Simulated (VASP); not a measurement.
A run of VASP 6.6.1:

INCAR

```
SYSTEM = C
ALGO = Normal
EDIFF = 1E-7
EDIFFG = -0.002
ENCUT = 520
IBRION = 2
ISIF = 3
ISMEAR = 0
KPAR = 4
LASPH = .TRUE.
LCHARG = .FALSE.
LMIXTAU = .TRUE.
LREAL = .FALSE.
LWAVE = .FALSE.
METAGGA = R2SCAN
NELM = 80
NSW = 80
PREC = Accurate
SIGMA = 0.02
```

Contents of KPOINTS:

```
k-points
0
G
  15 15 4
  0 0 0
```

File POSCAR:

```
C                                       
1.0
    2.4575146242      0.0000000000     -0.0000000000
   -1.2287573121      2.1282700950      0.0000000000
   -0.0000000000      0.0000000000      6.9524395831
  C             
     4
Direct
     0.0000000000000000    0.0000000000000000    0.2500000000000000
     0.0000000000000000    0.0000000000000000    0.7500000000000000
     0.3333333300000021    0.6666666699999979    0.2500000000000000
     0.6666666699999979    0.3333333300000021    0.7500000000000000
```

Potentials or basis: VASP PAW PBE potentials, release 64 (C).

Run with:

```console
$ cat potpaw_PBE.64/C/POTCAR > POTCAR
$ mpirun -np 4 vasp_std > vasp.out
```

Hardware: 4 MPI ranks on Intel(R) Xeon(R) 6975P-C (Granite Rapids), on a shared host.

Question: How long does it take, and how much memory?

Answer: Wall time 3.1 min on 4 MPI ranks on Intel(R) Xeon(R) 6975P-C (Granite Rapids), on a shared host, peak memory 0.15 GiB a rank. Counts: scf iterations 129, k points 81, ion steps 14.
